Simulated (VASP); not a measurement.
# Ag (Fm-3m) in VASP: single point with PBEsol

Aim: the single point of Ag with PBEsol.

Program: VASP 6.6.1. These are calculated values, not measurements. Logs are shortened: lines on timing, memory, paths and dates and some standing lists are left out, and cuts for length are marked.

## (1) Starting point

Symmetry: Fm-3m, No. 225, cubic system. Conventional cell: a = 4.052 Å, b = 4.052 Å, c = 4.052 Å, α = 90.00°, β = 90.00°, γ = 90.00°. Ag (site symmetry m-3m) has 12 Ag at 2.86 Å as nearest neighbours.

## (2) Single point, PBEsol

Input file INCAR:

```
SYSTEM = Ag
  PREC = Accurate
  ENCUT = 520
  EDIFF = 1E-7
  ISMEAR = 1
  SIGMA = 0.1
  LREAL = .False.
  LASPH = .True.
  NELM = 80
  ALGO = Fast
  ISIF = 2
  LWAVE = .False.
  LCHARG = .False.
  GGA = PS
  NBANDS = 12
  ICORELEVEL = 1
```

Input file KPOINTS:

```
regular mesh
0
Gamma
  15 15 23
  0 0 0
```

Input file POSCAR:

```
Ag
1.0
    2.8648615100      0.0000000000      0.0000000000
   -1.4324307500      2.4810428400      0.0000000000
    1.4324307500      0.8270142800      2.3391496300
Ag
1
Direct
    0.0000000000      0.0000000000      0.0000000000
```

Potentials or basis: VASP PAW PBE potentials, release 64 (Ag).

The run is started by

```console
> cat potpaw_PBE.64/Ag/POTCAR > POTCAR
> mpirun -np 1 vasp_std > vasp.out
```

OUTCAR:

```text
SYSTEM = Ag
   PREC = Accurate
   ENCUT = 520
   EDIFF = 1E-7
   ISMEAR = 1
   LREAL = .False.
   LASPH = .True.
   NELM = 80
   ISIF = 2
   GGA = PS

 ion  position               nearest neighbor table
   1  0.000  0.000  0.000-

  LATTYP: Found a face centered cubic cell.
 ALAT       =     4.0515260018

  Lattice vectors:

 A1 = (  -2.8648615100,   0.0000000000,   0.0000000000)
 A2 = (  -1.4324307600,   0.8270142800,   2.3391496300)
 A3 = (  -1.4324307500,   2.4810428400,   0.0000000000)

Analysis of symmetry for initial positions (statically):
=====================================================================
 Subroutine PRICEL returns:
 Original cell was already a primitive cell.

 Routine SETGRP: Setting up the symmetry group for a
 face centered cubic supercell.

 Subroutine GETGRP returns: Found 48 space group operations
 (whereof 48 operations were pure point group operations)
 out of a pool of 48 trial point group operations.

The static configuration has the point symmetry O_h .

Analysis of symmetry for dynamics (positions and initial velocities):
=====================================================================
 Subroutine PRICEL returns:
 Original cell was already a primitive cell.

 Routine SETGRP: Setting up the symmetry group for a
 face centered cubic supercell.

 Subroutine GETGRP returns: Found 48 space group operations
 (whereof 48 operations were pure point group operations)
 out of a pool of 48 trial point group operations.

The dynamic configuration has the point symmetry O_h .

 Subroutine INISYM returns: Found 48 space group operations
 (whereof 48 operations are pure point group operations),
 and found     1 'primitive' translations

----------------------------------------------------------------------------------------

                                     Primitive cell

  volume of cell :      16.6263

  direct lattice vectors                    reciprocal lattice vectors
     2.864861510  0.000000000  0.000000000     0.349057013  0.201528160 -0.285003856
    -1.432430750  2.481042840  0.000000000     0.000000000  0.403056321 -0.142501929
     1.432430750  0.827014280  2.339149630     0.000000000  0.000000000  0.427505786

  length of vectors
     2.864861510  2.864861502  2.864861509     0.493641160  0.427505787  0.427505786

  position of ions in fractional coordinates (direct lattice)
[... 110 lines left out ...]
   NELECT =      11.0000    total number of electrons
   NUPDOWN=      -1.0000    fix difference up-down
   EMIN   =  10.00;   EMAX   =-10.00  energy-range for DOS
   EFERMI =   0.00;   METHOD = LEGACY
   ISMEAR =     1;   SIGMA  =   0.10  broadening in eV -4-tet -1-fermi 0-gaus
   EFERMI_NEDOS =   21; number of points for ismear=-14 and -15
   IALGO  =     68    algorithm
   IMIX   =      4    mixing-type and parameters
     AMIX     =   0.40;   BMIX     =  1.00
     AMIX_MAG =   1.60;   BMIX_MAG =  1.00
  volume/ion in A,a.u.               =      16.63       112.20
  Fermi-wavevector in a.u.,A,eV,Ry     =   1.426507  2.695706 27.686779  2.034921
  Thomas-Fermi vector in A             =   2.546776
   LORBIT       =      0    0 simple, 1 ext, 2 COOP (PROOUT), +10 PAW based schemes
   GGA     = PS    functional components
   LHFCALC =     F    Hartree Fock is set to
   AEXX    =    0.0000 exact exchange contribution
   IVDW    =     0    specifies the selected vdW correction
   LEPSILON=     F    determine dielectric tensor
   LRPA    =     F    only Hartree local field effects (RPA)
 non-spin polarized calculation
 RMM-DIIS sequential band-by-band and
 Methfessel and Paxton  Order N= 1 SIGMA  =   0.10
  energy-cutoff  :      520.00
  volume of cell :       16.63
 maximum number of plane-waves:       461
 NGX is ok and might be reduce to    24
   NGX = 11   NGY = 11   NGZ = 11

 number of electron      11.0000001 magnetization

 Free energy of the ion-electron system (eV)
  ---------------------------------------------------
  ext. energy  EPLUGINS =         0.00000000
  ---------------------------------------------------
  free energy    TOTEN  =        -3.30781804 eV

  energy without entropy =       -3.30776601  energy(sigma->0) =       -3.30780070

 the core state eigenenergies are
   1-  1s -25313.9755  2s  -3717.6507  2p  -3333.1569  3s   -672.4766  3p   -546.2434
       3d   -347.3359  4s    -83.5621  4p    -46.9977

 E-fermi :   8.6832     XC(G=0): -12.5637

 val. band max:        8.6745651011   @ k =  -0.1333   0.2000   0.3913
 cond. band min:       8.6882144160   @ k =   0.4667   0.4667   0.0435
 fundamental gap:      0.0136493149
 Fermi energy:         8.6831546496

 k-point     1 :       0.0000    0.0000    0.0000
  band No.  band energies     occupation
      1       0.5672      2.00000
      2       3.7188      2.00000
      3       3.7188      2.00000
      4       3.7188      2.00000
      5       4.8129      2.00000
      6       4.8129      2.00000
      7      24.6241      0.00000
      8      28.3457      0.00000
      9      28.3457      0.00000
     10      28.3457      0.00000
     11      33.2302      0.00000
     12      34.5228      0.00000
[... 331 lines left out ...]
 k-point    24 :      -0.0667    0.1333   -0.0000
  band No.  band energies     occupation
      1       0.9389      2.00000
      2       3.6151      2.00000
      3       3.8144      2.00000
      4       3.8460      2.00000
      5       4.7176      2.00000
      6       4.8390      2.00000
      7      24.6419      0.00000
      8      26.1576      0.00000
      9      27.7131      0.00000
     10      29.0404      0.00000
     11      32.3149      0.00000
     12      34.4364      0.00000

 [... further k-points ...]

------------------------ aborting loop because EDIFF is reached ----------------------------------------

  FORCE on cell =-STRESS in cart. coord.  units (eV):
  Direction    XX          YY          ZZ          XY          YZ          ZX
  --------------------------------------------------------------------------------------
  -------------------------------------------------------------------------------------
  Total       -0.0106365     -0.0106365     -0.0106365     -0.0000000     -0.0000000      0.0000000
  in kB       -1.0249712     -1.0249712     -1.0249712     -0.0000000     -0.0000000      0.0000000
  external PRESSURE =      -1.0249712 kB  Pullay stress =       0.0000000 kB

 VOLUME and BASIS-vectors are now :
 -----------------------------------------------------------------------------
  energy-cutoff  :      520.00
  volume of cell :       16.63
      direct lattice vectors                 reciprocal lattice vectors
     2.864861510  0.000000000  0.000000000     0.349057013  0.201528160 -0.285003856
    -1.432430750  2.481042840  0.000000000     0.000000000  0.403056321 -0.142501929
     1.432430750  0.827014280  2.339149630     0.000000000  0.000000000  0.427505786

 POSITION                                       TOTAL-FORCE (eV/Angst)
 -----------------------------------------------------------------------------------
      0.00000      0.00000      0.00000        -0.000000      0.000000      0.000000
 -----------------------------------------------------------------------------------
    total drift:                                0.000000      0.000000     -0.000000

  FREE ENERGIE OF THE ION-ELECTRON SYSTEM (eV)
  ---------------------------------------------------
  free  energy   TOTEN  =        -3.3078180423 eV

  energy  without entropy=       -3.3077660059  energy(sigma->0) =       -3.30780070
```

stdout:

```text
POSCAR found type information on POSCAR Ag
 POSCAR found :  1 types and       1 ions
 scaLAPACK will be used
 -----------------------------------------------------------------------------
|                                                                             |
|                                                                             |
|     You enforced a specific xc type in the INCAR file but a different       |
[... 23 lines left out ...]

 POSCAR, INCAR and KPOINTS ok, starting setup
 FFT: planning ... GRIDC
 FFT: planning ... GRID_SOFT
 FFT: planning ... GRID
 WAVECAR not read
 entering main loop
WARNING in EDDRMM: call to ZHEGV failed, returncode =   8  4     11
WARNING in EDDRMM: call to ZHEGV failed, returncode =   8  4     12
```

Run time: 4.7 min. Hardware: 1 thread of AMD EPYC 7R13 (Zen 3), shared host; peak memory 0.34 GiB.

Results:

| Item | Value |
| --- | --- |
| Free energy | -3.3078 eV |
| Pressure | -0.1 GPa |
| Band gap on the k mesh | none (metal or under the smearing width) |

Levels at points of the mesh, in eV from the Fermi level:
```csv
k point,band 2,band 3,band 4,band 5,band 6,band 7,band 8,band 9,band 10,band 11
"(0.00, 0.00, 0.00)",-4.96,-4.96,-4.96,-3.87,-3.87,15.94,19.66,19.66,19.66,24.55
```

Core levels (eV, on the scale of the bands):
```
atom                                                                                    levels
1 Ag  1s -25314.0, 2s -3717.7, 2p -3333.2, 3s -672.5, 3p -546.2, 3d -347.3, 4s -83.6, 4p -47.0
```

Caveat: the PAW data sets were made with another functional, which shifts forces and pressure a little.
